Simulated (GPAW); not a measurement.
Crystal: AlRu.

```xyz
2
Lattice="2.9916 0.0000 0.0000 0.0000 2.9916 0.0000 0.0000 0.0000 2.9916" Properties=species:S:1:pos:R:3 pbc="T T T"
Ru    1.4958    1.4958    1.4958
Al    0.0000    0.0000    0.0000
```

- Program: GPAW 26.7.0
- Task: single point
- Functional: PBE
- Potentials or basis: GPAW PAW data sets (gpaw-data 1.2.1)
- Cutoff: 600 eV
- Basis: pw
- k mesh: 9 × 9 × 9
- Occupations: fermi-dirac, width 0.05 eV
- Spin: no spin polarisation

On this cell: pressure 3.2 GPa; largest force zero by symmetry; band gap on the k mesh none (metal or under the smearing width).

The same run follows on a disturbed copy (atoms moved at random, drawn with an rms of 0.05 Å):

```
CELL_PARAMETERS angstrom
2.99160 0.00000 0.00000
0.00000 2.99160 0.00000
0.00000 0.00000 2.99160
ATOMIC_POSITIONS crystal
Ru 0.49700 0.51102 0.48780
Al 0.99568 0.99117 0.01002
```

What changes?

The energy (extrapolated to zero smearing) moves by +15.9 meV/atom; pressure 3.8 GPa; largest force 0.718 eV/Å; band gap on the k mesh none (metal or under the smearing width).

Forces in eV/Å, atoms in the order of the input:
```
Ru  -0.032 -0.478  0.534
Al   0.032  0.479 -0.534
```

Stress tensor (GPa, compression positive):
```
 4.06  0.04 -0.04
 0.04  3.75 -0.63
-0.04 -0.63  3.67
```
